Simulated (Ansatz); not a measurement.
# What DFT gives for SiC

```
Si C
1.0
     3.11518    0.00000    0.00000
    -1.55759    0.89927   17.83479
     1.55759   -2.69782    0.00000
Si C
7 7
Direct
  0.00000 0.00000 0.00000
  0.19100 0.57300 0.19100
  0.28600 0.85800 0.28600
  0.42900 0.28700 0.42900
  0.57100 0.71300 0.57100
  0.71400 0.14200 0.71400
  0.81000 0.43000 0.81000
  0.03600 0.10800 0.03600
  0.22600 0.67800 0.22600
  0.32100 0.96300 0.32100
  0.46400 0.39200 0.46400
  0.60700 0.82100 0.60700
  0.75000 0.25000 0.75000
  0.84500 0.53500 0.84500
```

Single point in Ansatz 0.2.0 with PBE, no spin polarisation. Cutoff 420 eV, PAW datasets, 7×7×7 Γ-centred k mesh, fermi-dirac filling (width 0.1 eV).

- Stress: The pressure is -3.9 GPa (compression positive), so with the atoms held at these fractions the cell would first shrink; the forces are large, so a full relaxation may end otherwise. The principal stresses -4.4, -4.4, -2.8 GPa differ, so its shape would change too.
- Charges: Bader charges in e: Si +2.70 to +2.74, C -2.76 to -2.71. In the mean Si gives up most and C takes most.
- Formation energy: -0.19 eV an atom against the elements' usual phases (free molecules for gases, crystals otherwise, with no correction for O₂ or N₂), so it is bound against them; other compounds may still compete. Relaxing would lower it.
- Forces: The largest is on Si2: 1.12 eV/Å, components (0.00, 0.00, -1.12). It makes 180° with the line to a nearest neighbour, C9 at 1.87 Å, pointing away from it.
- Band edges: Within 0.7 eV of the edges, the states project mainly on C p (86 %) below the gap and on Si p (47 %) and C s (23 %) above it.
- Electronic structure: The gap is 1.64 eV, indirect (the least direct gap found is 2.83 eV).

Origin: a database entry at a rescaled volume. Caveats: the mesh misses a band edge that the path finds.
